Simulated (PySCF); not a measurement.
# Calculated NMR data

No solvent, non-relativistic, rapidly exchanging positions averaged, a single conformation. GFN2-xTB geometry; B3LYP/pcJ-1 coupling constants; NMR shieldings at PBE0/pcSseg-1/GIAO; PySCF 2.14.0 with density-fitted response routines.

Referencing at the same level of theory: TMS for 1H and 13C. Multiplet labels drop J under 1 Hz and among equivalent protons, and merge close values. Unscaled 3J(H,H) run several per cent high. Where no couplings were computed, multiplicities follow the n + 1 count of equivalent neighbours, and m marks all less simple cases (inequivalent or close neighbours, rings, F or P nearby). Shifts are as computed. Against solution values, carbons near 30 ppm lie about +3 ppm off and those near 130 ppm about +5 ppm. Of 1211 compounds with measured shifts, 218 miss one by over three times the rms of a fit or turn the order of signals round; such compounds aren't used in these exercises. OH and NH positions are gas-phase values without hydrogen bonding to other molecules.

Compound 1 (C9H16). 1H NMR (500 MHz, computed): δ 6.18 (m, 2H), 5.37 (m, 2H), 5.36 (m, 2H), 2.26 (t, 1H), 0.94 (s, 9H). 13C{1H} NMR (computed): δ 148.1 (CH), 122.6 (CH2), 67.8 (CH), 35.3 (C), 29.4 (CH3). Structure: `C=CC(C=C)C(C)(C)C`.

Compound 2 (C3H4N2). 1H NMR (500 MHz, computed): δ 9.56 (br s, 1H), 7.73 (d, J = 2.2 Hz, 1H), 7.48 (d, J = 2.9 Hz, 1H), 6.47 (t, J = 2.5 Hz, 1H). 13C{1H} NMR (computed): δ 142.8 (CH), 130.3 (CH), 110.3 (CH). Structure: SMILES c1cn[nH]c1.
